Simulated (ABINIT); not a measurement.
Runs of ABINIT 10.8.3 (patched build) on MgS. It takes space group F-43m (No. 216, cubic). Conventional cell: a = 5.666 Å, b = 5.666 Å, c = 5.666 Å, α = 90.00°, β = 90.00°, γ = 90.00°. Around S (site symmetry -43m) lie 4 Mg at 2.45 Å. Mg (site symmetry -43m) is surrounded by 4 S at 2.45 Å. The cell comes from a database or a generator and needn't be the stable form of this composition.

```csv
level,gap on the mesh (eV),pressure (GPa)
AM05,3.43,0.2
LDA,3.17,(c)
RPBE,3.66,2.6
PBEsol,(b),-0.3
revPBE,3.61,2.3
SCAN,4.11,-0.3
r2SCAN,(a),0.1
PW91,3.43,0.9
WC,3.27,-0.3
BLYP,3.57,2.6
```

Alike in all rows: task single point; potentials or basis JTH PAW PBE v2.0; no spin polarisation; cell as given; k mesh 8 × 8 × 8; cutoff (eV) 653; smearing fermi-dirac 0.05 eV.

Task: Fill in the values left out.

Result: (a) 4.12; (b) 3.28; (c) -1.9.

Caveats: the PAW data sets were made with another functional, which shifts forces and pressure a little.

A k mesh can miss the band edges.

Runs at the PBE level aren't shown here.
